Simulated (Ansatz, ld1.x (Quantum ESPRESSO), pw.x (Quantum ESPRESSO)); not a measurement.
Si: does the TM potential hold in the solid?

ld1.x (Quantum ESPRESSO) 7.5 input, shortened:

```
&input
   title='Si', zed=14., rel=1, dft='PW', iswitch=3,
   config='[Ne] 3s2 3p2 3d-2'
 /
 &inputp
   pseudotype=2, tm=.true., lloc=0,
   nlcc=.false.
 /
3
3P  2  1   2.00   0.00  1.90  1.90  0.0
3D  3  2  -2.00   0.25  1.75  1.75  0.0
3S  1  0   2.00   0.00  1.90  1.90  0.0
 &test
   configts(1)='3s2 3p2'
 /
```

Crystal test: bcc Si in pw.x 7.5, no spin, 15³ k-points, Fermi–Dirac smearing 0.01 Ry, cutoffs 45/180 Ry. The reference is all-electron LAPW (Ansatz 0.2.0) with the same functional, mesh and smearing; V0 and B0 come from Birch–Murnaghan fits to the pressures at five volumes. Errors are pseudo minus all-electron; Δ is the rms difference of the E(V) curves that follow from these fits, minima aligned, over ±6 % about the mean V0. Mesh and smearing are coarse, so the numbers serve the comparison and aren't converged zero-temperature values; the lattice is a test structure that the element need not adopt.

All-electron: a0 = 3.045 Å (V0 = 14.12 Å³/atom), B0 = 101.1 GPa.

Question: How far does the potential miss the all-electron equation of state?

Answer: mean pressure error (GPa): -0.76; a0 (Å): 3.038; a0 error (%): -0.25; B0 error (%): +0.1; Δ (meV/atom): 2.3.

```json
{"V (Å³/atom)": "13.383", "P all-electron (GPa)": "6.06", "P pseudo (GPa)": "5.13"}
{"V (Å³/atom)": "13.735", "P all-electron (GPa)": "2.95", "P pseudo (GPa)": "2.12"}
{"V (Å³/atom)": "14.087", "P all-electron (GPa)": "0.22", "P pseudo (GPa)": "-0.52"}
{"V (Å³/atom)": "14.439", "P all-electron (GPa)": "-2.17", "P pseudo (GPa)": "-2.84"}
{"V (Å³/atom)": "14.791", "P all-electron (GPa)": "-4.26", "P pseudo (GPa)": "-4.87"}
```

Question: At the middle volume, how do free energy and pressure move when the wave cutoff is lowered (ecutrho kept at four times it)?

Answer:

```csv
cutoff (Ry),shift of F (meV/atom),shift of P (GPa)
20,+112.0,-0.02
27,+49.4,-1.28
36,+7.2,-0.49
```

The run at the middle volume (120 k-points, 6 iterations) took about 6.3 s on one core of a shared host (Neoverse-V1, 64 threads, 503 GiB, load 17).
